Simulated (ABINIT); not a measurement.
# CoO (Fm-3m) in ABINIT: convergence with cutoff

Aim: find how far cutoff must go before the results for CoO settle, at PBE. This setting moves, with any that are tied to it; all else stays.

Program: ABINIT 10.8.3 (patched build). These are calculated values, not measurements. Logs are shortened: lines on timing, memory, paths and dates and some standing lists are left out, and cuts for length are marked. The log counts tension as positive stress, the text compression.

## 1. The structure

It takes space group Fm-3m (No. 225, cubic). Conventional cell: a = 4.263 Å, b = 4.263 Å, c = 4.263 Å, α = 90.00°, β = 90.00°, γ = 90.00°. Co (site symmetry m-3m) has 6 O at 2.13 Å as nearest neighbours. O (site symmetry m-3m) has 6 Co at 2.13 Å as nearest neighbours.

## 2. With cutoff 16 Ha

File run.abi:

```
# Pseudopotentials
pp_dirpath "./"
pseudos "27_Co_17_1.6_2.2_pbe_n_v1.0.psp8, 08_O_6_1.2_1.4_pbe_n_v1.0.psp8"

# Structure
acell 3*1.0
rprim
     0.0000000000     4.0279512346     4.0279512346
     4.0279512346     0.0000000000     4.0279512346
     4.0279512346     4.0279512346     0.0000000000
ntypat 2
znucl 27 8
natom 2
typat 1 2
xred
     0.0000000000     0.0000000000     0.0000000000
     0.5000000000     0.5000000000     0.5000000000

# Plane-wave basis
ecut 16.0

# k points
kptopt 1
ngkpt 9 9 9
nshiftk 1
shiftk 0.0 0.0 0.0

# Exchange and correlation
ixc 11

# Bands and occupations
nband 16
occopt 3
tsmear 0.00367493

# Spin
nsppol 2
spinat
     0.0000000000     0.0000000000     2.0000000000
     0.0000000000     0.0000000000     0.0000000000

# SCF cycle
nstep 100
tolvrs 1.0e-10

# Output
iomode 3
prtwf 0
prtden 0
prteig 0
prtebands 0
```

Potentials or basis: SPMS NC PBE v1.0.

Run with:

```
> abinit run.abi > log 2>&1
```

run.abo:

```text
.Version 10.8.3 of ABINIT
 Symmetries : space group Fm -3 m (#225); Bravais cF (face-center cubic)
================================================================================
 Values of the parameters that define the memory need of the present run
     intxc =       0    ionmov =       0      iscf =       7    lmnmax =       6
     lnmax =       6     mgfft =      24  mpssoang =       3    mqgrid =    3001
     natom =       2  nloc_mem =       1    nspden =       2   nspinor =       1
    nsppol =       2      nsym =      48    n1xccc =    2501    ntypat =       2
    occopt =       3   xclevel =       2
       mpw =         407          nfft =       13824          nkpt =          35
================================================================================
================================================================================

--------------------------------------------------------------------------------
------------- Echo of variables that govern the present computation ------------
--------------------------------------------------------------------------------
 -outvars: echo values of preprocessed input variables --------
            acell      1.0000000000E+00  1.0000000000E+00  1.0000000000E+00 Bohr
              amu      5.89332000E+01  1.59994000E+01
             ecut      1.60000000E+01 Hartree
              ixc          11
         kptrlatt        9    0    0      0    9    0      0    0    9
          kptrlen      5.12674494E+01
            natom           2
            nband          16
            ngfft          24      24      24
             nkpt          35
           nspden           2
           nsppol           2
            nstep         100
             nsym          48
           ntypat           2
           occopt           3
           prtden           0
        prtebands           0
           prteig           0
            prtwf           0
            rprim      0.0000000000E+00  4.0279512346E+00  4.0279512346E+00
                       4.0279512346E+00  0.0000000000E+00  4.0279512346E+00
                       4.0279512346E+00  4.0279512346E+00  0.0000000000E+00
          spgroup         225
           spinat      0.0000000000E+00  0.0000000000E+00  2.0000000000E+00
                       0.0000000000E+00  0.0000000000E+00  0.0000000000E+00
           tolvrs      1.00000000E-10
           tsmear      3.67493000E-03 Hartree
            typat      1  2
           xangst      0.0000000000E+00  0.0000000000E+00  0.0000000000E+00
                       2.1314999985E+00  2.1314999985E+00  2.1314999985E+00
            xcart      0.0000000000E+00  0.0000000000E+00  0.0000000000E+00
                       4.0279512346E+00  4.0279512346E+00  4.0279512346E+00
             xred      0.0000000000E+00  0.0000000000E+00  0.0000000000E+00
                       5.0000000000E-01  5.0000000000E-01  5.0000000000E-01
            znucl       27.00000    8.00000

================================================================================

 chkinp: Checking input parameters for consistency.

[... 123 lines left out ...]
       0.000000000000      0.000000000000      0.000000000000
       0.500000000000      0.500000000000      0.500000000000
 rms dE/dt=  0.0000E+00; max dE/dt=  0.0000E+00; dE/dt below (all hartree)
    1       0.000000000000      0.000000000000      0.000000000000
    2       0.000000000000      0.000000000000      0.000000000000

 cartesian coordinates (angstrom) at end:
    1      0.00000000000000     0.00000000000000     0.00000000000000
    2      2.13149999853289     2.13149999853289     2.13149999853289

 cartesian forces (hartree/bohr) at end:
    1     -0.00000000000000    -0.00000000000000    -0.00000000000000
    2     -0.00000000000000    -0.00000000000000    -0.00000000000000
 frms,max,avg= 0.0000000E+00 0.0000000E+00   0.000E+00  0.000E+00  0.000E+00 h/b

 cartesian forces (eV/Angstrom) at end:
    1     -0.00000000000000    -0.00000000000000    -0.00000000000000
    2     -0.00000000000000    -0.00000000000000    -0.00000000000000
 frms,max,avg= 0.0000000E+00 0.0000000E+00   0.000E+00  0.000E+00  0.000E+00 e/A
 length scales=  1.000000000000  1.000000000000  1.000000000000 bohr
              =  0.529177210544  0.529177210544  0.529177210544 angstroms
 Fermi (or HOMO) energy (hartree) =   0.34543   Average Vxc (hartree)=  -0.48067
 Magnetization (Bohr magneton)=  2.34607753E+00
 Total spin up =  1.26730388E+01   Total spin down =  1.03269612E+01
 Eigenvalues (hartree) for nkpt=  35  k points, SPIN UP:
 kpt#   1, nband= 16, wtk=  0.00137, kpt=  0.0000  0.0000  0.0000 (reduced coord)
  -3.33736   -1.94393   -1.94393   -1.94393   -0.43755    0.22401    0.22401    0.23121
   0.23121    0.23125    0.24302    0.24303    0.24303    0.36501    0.97549    1.04726
      occupation numbers for kpt#   1
   1.00000    1.00000    1.00000    1.00000    1.00000    1.00000    1.00000    1.00000
   1.00000    1.00000    1.00000    1.00000    1.00000    0.00482    0.00000    0.00000
 prteigrs : prtvol=0 or 1, do not print more k-points.

 Eigenvalues (hartree) for nkpt=  35  k points, SPIN DOWN:
 kpt#   1, nband= 16, wtk=  0.00137, kpt=  0.0000  0.0000  0.0000 (reduced coord)
  -3.28624   -1.86778   -1.86778   -1.86778   -0.42540    0.24413    0.24413    0.24417
   0.30330    0.30330    0.30330    0.33309    0.33309    0.38108    0.97473    1.06102
      occupation numbers for kpt#   1
   1.00000    1.00000    1.00000    1.00000    1.00000    1.00000    1.00000    1.00000
   0.99999    0.99999    0.99999    0.96634    0.96634    0.00006    0.00000    0.00000
 prteigrs : prtvol=0 or 1, do not print more k-points.

--- !EnergyTerms
iteration_state     : {dtset: 1, }
comment             : Components of total free energy in Hartree
kinetic             :  6.42515354107380E+01
hartree             :  3.62898858540606E+01
xc                  : -2.70734620376666E+01
Ewald energy        : -1.06281430860341E+02
psp_core            :  4.63036533762200E+00
local_psp           : -1.19428475450838E+02
non_local_psp       : -9.81515705192331E+00
internal            : -1.57426738798349E+02
'-kT*entropy'       : -4.32050441642876E-03
total_energy        : -1.57431059302766E+02
total_energy_eV     : -4.28391736180150E+03
band_energy         : -1.59241636413864E+01
...

 Cartesian components of stress tensor (hartree/bohr^3)
  sigma(1 1)=  2.05412155E-02  sigma(3 2)=  0.00000000E+00
  sigma(2 2)=  2.05412155E-02  sigma(3 1)=  0.00000000E+00
  sigma(3 3)=  2.05412155E-02  sigma(2 1)=  0.00000000E+00

-Cartesian components of stress tensor (GPa)         [Pressure= -6.0434E+02 GPa]
- sigma(1 1)=  6.04343425E+02  sigma(3 2)=  0.00000000E+00
- sigma(2 2)=  6.04343425E+02  sigma(3 1)=  0.00000000E+00
- sigma(3 3)=  6.04343425E+02  sigma(2 1)=  0.00000000E+00

== END DATASET(S) ==============================================================
================================================================================

 -outvars: echo values of variables after computation  --------
            acell      1.0000000000E+00  1.0000000000E+00  1.0000000000E+00 Bohr
           etotal     -1.5743105930E+02
            fcart     -0.0000000000E+00 -0.0000000000E+00 -0.0000000000E+00
                      -0.0000000000E+00 -0.0000000000E+00 -0.0000000000E+00
            rprim      0.0000000000E+00  4.0279512346E+00  4.0279512346E+00
                       4.0279512346E+00  0.0000000000E+00  4.0279512346E+00
                       4.0279512346E+00  4.0279512346E+00  0.0000000000E+00
           strten      2.0541215518E-02  2.0541215518E-02  2.0541215518E-02
                       0.0000000000E+00  0.0000000000E+00  0.0000000000E+00
           xangst      0.0000000000E+00  0.0000000000E+00  0.0000000000E+00
                       2.1314999985E+00  2.1314999985E+00  2.1314999985E+00
             xred      0.0000000000E+00  0.0000000000E+00  0.0000000000E+00
                       5.0000000000E-01  5.0000000000E-01  5.0000000000E-01
 Calculation completed.
```

It took 18 s on 1 thread of Arm Neoverse V2, shared host; peak memory 0.06 GiB.

The run converged, but runs of this kind are known to go wrong with this program or these potentials, so none of its numbers is taken as a property of the crystal.

Caveat: the pressure is absurd: the run is broken; the cutoff is too short for stress, so the log's stress isn't used; a cell with one magnetic atom can't hold antiferromagnetic order, which such compounds often take; semilocal functionals often make such compounds metallic where correlation or magnetic order opens a gap, which also shifts bond lengths.

## 3. With cutoff 20 Ha

Changes to run.abi since step 2:

```diff
@@ -19,3 +19,3 @@
 # Plane-wave basis
-ecut 16.0
+ecut 20.0
```

Potentials or basis: SPMS NC PBE v1.0.

Run with:

```
> abinit run.abi > log 2>&1
```

Run time: 20 s. Hardware: 1 thread of Arm Neoverse V2, shared host; peak memory 0.07 GiB.

Results (log left out):

```yaml
Free_energy: -4298.6617 eV
Band_gap_on_the_k_mesh: none (metal or under the smearing width)
Net_moment: 2.89 μB per cell
Site_moments: Co +2.50; O +0.34 μB
Valence_electrons_inside_the_program's_atomic_spheres: Co 15.04; O 6.19
```

## 4. With cutoff 24 Ha

Changes to run.abi since step 3:

```diff
@@ -19,3 +19,3 @@
 # Plane-wave basis
-ecut 20.0
+ecut 24.0
```

Run with:

```
> abinit run.abi > log 2>&1
```

Wall time 30 s (1 thread of Arm Neoverse V2, shared host); peak memory 0.07 GiB.

It converged, with:

| Quantity | Value |
| --- | --- |
| Free energy | -4302.0933 eV |
| Band gap on the k mesh | none (metal or under the smearing width) |
| Net moment | 2.90 μB per cell |
| Site moments | Co +2.52; O +0.34 μB |
| Valence electrons inside the program's atomic spheres | Co 15.03; O 6.20 |

## 5. With cutoff 28 Ha

Changes to run.abi since step 4:

```diff
@@ -19,3 +19,3 @@
 # Plane-wave basis
-ecut 24.0
+ecut 28.0
```

Run with:

```
> abinit run.abi > log 2>&1
```

Run time: 36 s. Hardware: 1 thread of Arm Neoverse V2, shared host; peak memory 0.08 GiB.

Results (log left out):

| Property | Result |
| --- | --- |
| Free energy | -4302.8737 eV |
| Band gap on the k mesh | none (metal or under the smearing width) |
| Net moment | 2.92 μB per cell |
| Site moments | Co +2.53; O +0.34 μB |
| Valence electrons inside the program's atomic spheres | Co 15.02; O 6.17 |

## 6. With cutoff 34 Ha

Changes to run.abi since step 5:

```diff
@@ -19,3 +19,3 @@
 # Plane-wave basis
-ecut 28.0
+ecut 34.0
```

Potentials or basis: SPMS NC PBE v1.0.

Run with:

```
> abinit run.abi > log 2>&1
```

Wall time 42 s (1 thread of Arm Neoverse V2, shared host); peak memory 0.08 GiB.

Results (log left out):

- Free energy: -4303.1089 eV
- Band gap on the k mesh: none (metal or under the smearing width)
- Net moment: 2.92 μB per cell
- Site moments: Co +2.53; O +0.34 μB
- Valence electrons inside the program's atomic spheres: Co 15.01; O 6.17

## 7. With cutoff 40 Ha

Changes to run.abi since step 6:

```diff
@@ -19,3 +19,3 @@
 # Plane-wave basis
-ecut 34.0
+ecut 40.0
```

Run with:

```
> abinit run.abi > log 2>&1
```

It took 73 s on 1 thread of Arm Neoverse V2, shared host; peak memory 0.1 GiB.

The run converged. Its results:

```yaml
Free_energy: -4303.1333 eV
Pressure: -2.8 GPa
Band_gap_on_the_k_mesh: none (metal or under the smearing width)
Net_moment: 2.92 μB per cell
Site_moments: Co +2.53; O +0.34 μB
Valence_electrons_inside_the_program's_atomic_spheres: Co 15.04; O 6.20
```

## 8. With cutoff 46 Ha

Changes to run.abi since step 7:

```diff
@@ -19,3 +19,3 @@
 # Plane-wave basis
-ecut 40.0
+ecut 46.0
```

Run with:

```
> abinit run.abi > log 2>&1
```

Wall time 75 s (1 thread of Arm Neoverse V2, shared host); peak memory 0.11 GiB.

Results (log left out):

* Free energy: -4303.1347 eV
* Pressure: -2.6 GPa
* Band gap on the k mesh: none (metal or under the smearing width)
* Net moment: 2.92 μB per cell
* Site moments: Co +2.53; O +0.34 μB
* Valence electrons inside the program's atomic spheres: Co 15.04; O 6.20

## 9. With cutoff 54 Ha

Changes to run.abi since step 8:

```diff
@@ -19,3 +19,3 @@
 # Plane-wave basis
-ecut 46.0
+ecut 54.0
```

Potentials or basis: SPMS NC PBE v1.0.

Run with:

```
> abinit run.abi > log 2>&1
```

It took 100 s on 1 thread of Arm Neoverse V2, shared host; peak memory 0.12 GiB.

It converged, with:

```yaml
Free_energy: -4303.1350 eV
Pressure: -2.6 GPa
Band_gap_on_the_k_mesh: none (metal or under the smearing width)
Net_moment: 2.92 μB per cell
Site_moments: Co +2.53; O +0.34 μB
Valence_electrons_inside_the_program's_atomic_spheres: Co 15.04; O 6.20
```

## 10. With cutoff 64 Ha

Changes to run.abi since step 9:

```diff
@@ -19,3 +19,3 @@
 # Plane-wave basis
-ecut 54.0
+ecut 64.0
```

Run with:

```
> abinit run.abi > log 2>&1
```

It took 2.4 min on 1 thread of Arm Neoverse V2, shared host; peak memory 0.15 GiB.

The run converged. Its results:

| Item | Value |
| --- | --- |
| Free energy | -4303.1352 eV |
| Pressure | -2.6 GPa |
| Band gap on the k mesh | none (metal or under the smearing width) |
| Net moment | 2.92 μB per cell |
| Site moments | Co +2.53; O +0.34 μB |
| Valence electrons inside the program's atomic spheres | Co 15.03; O 6.20 |

## 11. Summary

| cutoff | energy less the tightest run, at zero smearing (meV/atom) | largest site moment (μB) | SCF cycles | CPU time (s) | peak memory (GiB) |
| --- | --- | --- | --- | --- | --- |
| 16 Ha | 9609.59 | 2.07 | 14 | 18 | 0.06 |
| 20 Ha | 2236.04 | 2.50 | 13 | 20 | 0.07 |
| 24 Ha | 521.29 | 2.52 | 15 | 30 | 0.07 |
| 28 Ha | 130.77 | 2.53 | 13 | 36 | 0.08 |
| 34 Ha | 13.16 | 2.53 | 13 | 42 | 0.08 |
| 40 Ha | 0.94 | 2.53 | 15 | 73 | 0.1 |
| 46 Ha | 0.26 | 2.53 | 14 | 75 | 0.11 |
| 54 Ha | 0.11 | 2.53 | 14 | 100 | 0.12 |
| 64 Ha | 0.00 | 2.53 | 14 | 140 | 0.15 |

Against the tightest run, the energy stays within 1 meV/atom from 40 Ha on; the largest site moment stays within 0.02 μB from 24 Ha on. The tightest run that finished is the yardstick and may itself not be fully converged.

Caveats: a cell with one magnetic atom can't hold antiferromagnetic order, which such compounds often take; semilocal functionals often make such compounds metallic where correlation or magnetic order opens a gap, which also shifts bond lengths.
